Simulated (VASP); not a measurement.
# SiO2 (P4_2/mnm) in VASP: relaxation of cell and atoms with r2SCAN

Aim: the relaxation of cell and atoms of SiO2 with r2SCAN.

All numbers are computed with VASP 6.6.1; they aren't measurements. Logs are shortened: lines on timing, memory, paths and dates and some standing lists are left out, and cuts for length are marked.

### 1 Starting point

Symmetry: P4_2/mnm, No. 136, tetragonal system. Conventional cell: a = 4.177 Å, b = 4.177 Å, c = 2.665 Å, α = 90.00°, β = 90.00°, γ = 90.00°. Around Si (site symmetry mmm) lie 6 O at 1.76 to 1.81 Å. Around O (site symmetry m2m) lie 3 Si at 1.76 to 1.81 Å.

### 2 Relaxation of cell and atoms, r2SCAN

File INCAR:

```
PREC     = Accurate       # precision mode
ENCUT    = 600            # plane-wave cutoff, eV
EDIFF    = 1E-7           # SCF threshold, eV
ISMEAR   = 0              # smearing method
SIGMA    = 0.02           # smearing width, eV
LREAL    = False          # projectors in reciprocal space
LASPH    = True           # aspherical terms in the spheres
NELM     = 60             # most SCF steps
ALGO     = Normal         # electronic algorithm
ISIF     = 3              # what is computed and relaxed
LWAVE    = False          # write WAVECAR
LCHARG   = False          # write CHGCAR
METAGGA  = R2SCAN         # meta-GGA
LMIXTAU  = True         
IBRION   = 2              # ionic algorithm
NSW      = 80             # ionic steps
EDIFFG   = -0.004         # ionic threshold
```

File KPOINTS:

```
regular mesh
0
Gamma
  8 8 10
```

File POSCAR:

```
SiO2
1.0
    4.1773000000      0.0000000000      0.0000000000
    0.0000000000      4.1773000000      0.0000000000
    0.0000000000      0.0000000000      2.6652000000
Si O
2 4
Direct
    0.0000000000      0.0000000000      0.0000000000
    0.5000000000      0.5000000000      0.5000000000
    0.3059000000      0.3059000000      0.0000000000
    0.1941000000      0.8059000000      0.5000000000
    0.6941000000      0.6941000000      0.0000000000
    0.8059000000      0.1941000000      0.5000000000
```

Potentials or basis: VASP PAW PBE potentials, release 64 (Si, O).

Launch:

```sh
> cat potpaw_PBE.64/Si/POTCAR potpaw_PBE.64/O/POTCAR > POTCAR
> mpirun -np 1 vasp_std > vasp.out
```

OUTCAR:

```text
PREC = Accurate
   ENCUT = 600
   EDIFF = 1E-7
   ISMEAR = 0
   LREAL = False
   LASPH = True
   NELM = 60
   ISIF = 3
   METAGGA = R2SCAN
   IBRION = 2
   NSW = 80
   EDIFFG = -0.004

 ion  position               nearest neighbor table
   1  0.000  0.000  0.000-   4 1.76   6 1.76   4 1.76   6 1.76   5 1.81   3 1.81
   2  0.500  0.500  0.500-   3 1.76   5 1.76   3 1.76   5 1.76   4 1.81   6 1.81
   3  0.306  0.306  0.000-   2 1.76   2 1.76   1 1.81
   4  0.194  0.806  0.500-   1 1.76   1 1.76   2 1.81
   5  0.694  0.694  0.000-   2 1.76   2 1.76   1 1.81
   6  0.806  0.194  0.500-   1 1.76   1 1.76   2 1.81

  LATTYP: Found a simple tetragonal cell.
 ALAT       =     4.1773000000
 C/A-ratio  =     0.6380197735

  Lattice vectors:

 A1 = (   4.1773000000,   0.0000000000,   0.0000000000)
 A2 = (   0.0000000000,   4.1773000000,   0.0000000000)
 A3 = (   0.0000000000,   0.0000000000,   2.6652000000)

Analysis of symmetry for initial positions (statically):
=====================================================================
 Subroutine PRICEL returns:
 Original cell was already a primitive cell.

 Routine SETGRP: Setting up the symmetry group for a
 simple tetragonal supercell.

 Subroutine GETGRP returns: Found 16 space group operations
 (whereof  8 operations were pure point group operations)
 out of a pool of 16 trial point group operations.

The static configuration has the point symmetry D_2h.
 The point group associated with its full space group is D_4h.

Analysis of symmetry for dynamics (positions and initial velocities):
=====================================================================
 Subroutine PRICEL returns:
 Original cell was already a primitive cell.

 Routine SETGRP: Setting up the symmetry group for a
 simple tetragonal supercell.

 Subroutine GETGRP returns: Found 16 space group operations
 (whereof  8 operations were pure point group operations)
 out of a pool of 16 trial point group operations.

The dynamic configuration has the point symmetry D_2h.
 The point group associated with its full space group is D_4h.

 Subroutine INISYM returns: Found 16 space group operations
 (whereof  8 operations are pure point group operations),
 and found     1 'primitive' translations

----------------------------------------------------------------------------------------

                                     Primitive cell
[... 108 lines left out ...]
   TEBEG  =    0.0;   TEEND  =   0.0 temperature during run
   PSTRESS=    0.0 pullay stress
   NELECT =      32.0000    total number of electrons
   NUPDOWN=      -1.0000    fix difference up-down
   EMIN   =  10.00;   EMAX   =-10.00  energy-range for DOS
   EFERMI =   0.00;   METHOD = LEGACY
   ISMEAR =     0;   SIGMA  =   0.02  broadening in eV -4-tet -1-fermi 0-gaus
   EFERMI_NEDOS =   21; number of points for ismear=-14 and -15
   IALGO  =     38    algorithm
   IMIX   =      4    mixing-type and parameters
     AMIX     =   0.40;   BMIX     =  1.00
     AMIX_MAG =   1.60;   BMIX_MAG =  1.00
  volume/ion in A,a.u.               =       7.75        52.31
  Fermi-wavevector in a.u.,A,eV,Ry     =   1.445277  2.731178 28.420200  2.088826
  Thomas-Fermi vector in A             =   2.563477
   LORBIT       =      0    0 simple, 1 ext, 2 COOP (PROOUT), +10 PAW based schemes
   METAGGA = R2SCAN    functional components
   LHFCALC =     F    Hartree Fock is set to
   AEXX    =    0.0000 exact exchange contribution
   IVDW    =     0    specifies the selected vdW correction
   LEPSILON=     F    determine dielectric tensor
   LRPA    =     F    only Hartree local field effects (RPA)
 conjugate gradient relaxation of ions
 non-spin polarized calculation
 Gauss-broadening in eV      SIGMA  =   0.02
  energy-cutoff  :      600.00
  volume of cell :       46.51
 maximum number of plane-waves:      1576
 NGX is ok and might be reduce to    36
   NGX = 17   NGY = 17   NGZ = 11

--------------------------------------- Ionic step        1  -------------------------------------------

 number of electron      32.0000002 magnetization

 Free energy of the ion-electron system (eV)
  ---------------------------------------------------
  ext. energy  EPLUGINS =         0.00000000
  ---------------------------------------------------
  free energy    TOTEN  =       -58.80164123 eV

  energy without entropy =      -58.80164123  energy(sigma->0) =      -58.80164123

------------------------ aborting loop because EDIFF is reached ----------------------------------------

  FORCE on cell =-STRESS in cart. coord.  units (eV):
  Direction    XX          YY          ZZ          XY          YZ          ZX
  --------------------------------------------------------------------------------------
  -------------------------------------------------------------------------------------
  Total        0.3498691      0.3498691      0.6873867      0.0000000      0.0000000      0.0000000
  in kB       12.0529980     12.0529980     23.6804828      0.0000000      0.0000000      0.0000000
  external PRESSURE =      15.9288262 kB  Pullay stress =       0.0000000 kB
[... 147 lines left out ...]
--------------------------------------- Ionic step        5  -------------------------------------------

 number of electron      32.0000001 magnetization

 Free energy of the ion-electron system (eV)
  ---------------------------------------------------
  ext. energy  EPLUGINS =         0.00000000
  ---------------------------------------------------
  free energy    TOTEN  =       -58.80284788 eV

  energy without entropy =      -58.80284788  energy(sigma->0) =      -58.80284788

 E-fermi :   7.9294     XC(G=0): -12.8713

 val. band max:        7.7999826412   @ k =   0.0000   0.0000   0.0000
 cond. band min:      14.3063218340   @ k =   0.0000   0.0000   0.0000
 fundamental gap:      6.5063391928
 Fermi energy:         7.9293889705

 k-point     1 :       0.0000    0.0000    0.0000
  band No.  band energies     occupation
      1     -15.7361      2.00000
      2     -12.1500      2.00000
      3     -12.1500      2.00000
      4     -11.8756      2.00000
      5      -3.2485      2.00000
      6       1.2943      2.00000
[... 541 lines left out ...]
     19      18.5388      0.00000
     20      18.5388      0.00000

 [... further k-points ...]

------------------------ aborting loop because EDIFF is reached ----------------------------------------

  FORCE on cell =-STRESS in cart. coord.  units (eV):
  Direction    XX          YY          ZZ          XY          YZ          ZX
  --------------------------------------------------------------------------------------
  -------------------------------------------------------------------------------------
  Total       -0.0072913     -0.0072913      0.0040183     -0.0000000      0.0000000      0.0000000
  in kB       -0.2500586     -0.2500586      0.1378088     -0.0000000      0.0000000      0.0000000
  external PRESSURE =      -0.1207695 kB  Pullay stress =       0.0000000 kB
[... 21 lines left out ...]
  FREE ENERGIE OF THE ION-ELECTRON SYSTEM (eV)
  ---------------------------------------------------
  free  energy   TOTEN  =       -58.8028478849 eV

  energy  without entropy=      -58.8028478849  energy(sigma->0) =      -58.80284788

 reached required accuracy - stopping structural energy minimisation
```

OSZICAR:

```text
N       E                     dE             d eps       ncg     rms          rms(c)
DAV:   1     0.170886037121E+03    0.17089E+03   -0.20490E+04  3624   0.178E+03
DAV:   2    -0.648527222521E+02   -0.23574E+03   -0.22618E+03  4940   0.356E+02
DAV:   3    -0.728131369855E+02   -0.79604E+01   -0.79351E+01  4312   0.694E+01
DAV:   4    -0.728731600081E+02   -0.60023E-01   -0.59970E-01  4268   0.677E+00
[... 50 lines left out ...]
DAV:   1    -0.588028497678E+02   -0.11410E-04   -0.16489E-03  3800   0.359E-01    0.160E-02
DAV:   2    -0.588028491595E+02    0.60834E-06   -0.28293E-05  4168   0.437E-02    0.945E-03
DAV:   3    -0.588028483144E+02    0.84506E-06   -0.20019E-06  4096   0.164E-02    0.208E-03
DAV:   4    -0.588028479660E+02    0.34839E-06   -0.53704E-07  3860   0.105E-02    0.493E-04
DAV:   5    -0.588028478849E+02    0.81166E-07   -0.36561E-07  3492   0.834E-03
   5 F= -.58802848E+02 E0= -.58802848E+02  d E =-.310918E-04
```

It took 7.2 min on 1 thread of Intel Xeon 6975P-C (Granite Rapids), shared host; peak memory 0.23 GiB.

Results:

```
Free energy                            : -58.8028 eV
Relaxed volume                         : 7.79 Å³/atom
Relaxed cell                           : a = 4.181 Å, b = 4.181 Å, c = 2.672 Å, α = 90.00°, β = 90.00°, γ = 90.00°
Space group after relaxing (to 0.05 Å) : P4_2/mnm (No. 136)
Energy gained by relaxing              : 0.2 meV/atom
Ionic steps                            : 5
Pressure after relaxing                : 0.0 GPa
Band gap on the k mesh                 : 6.51 eV, direct
```

The path:
```tsv
step	energy change (eV)	largest force (eV/Å)	pressure (GPa)	volume (Å³)
1	0.0000	0.0200	1.59	46.51
2	0.0013	0.0698	-2.37	47.03
3	-0.0012	0.0171	-0.04	46.72
4	-0.0012	0.0115	0.00	46.72
5	-0.0012	0.0004	-0.01	46.72
```

Final structure:
```
Si O
1.0
     4.18137    0.00000    0.00000
     0.00000    4.18137    0.00000
     0.00000    0.00000    2.67199
Si O
2 4
Direct
  0.00000 0.00000 0.00000
  0.50000 0.50000 0.50000
  0.30591 0.30591 0.00000
  0.19409 0.80591 0.50000
  0.69409 0.69409 0.00000
  0.80591 0.19409 0.50000
```

Caveat: the PAW data sets were made with another functional, which shifts forces and pressure a little.
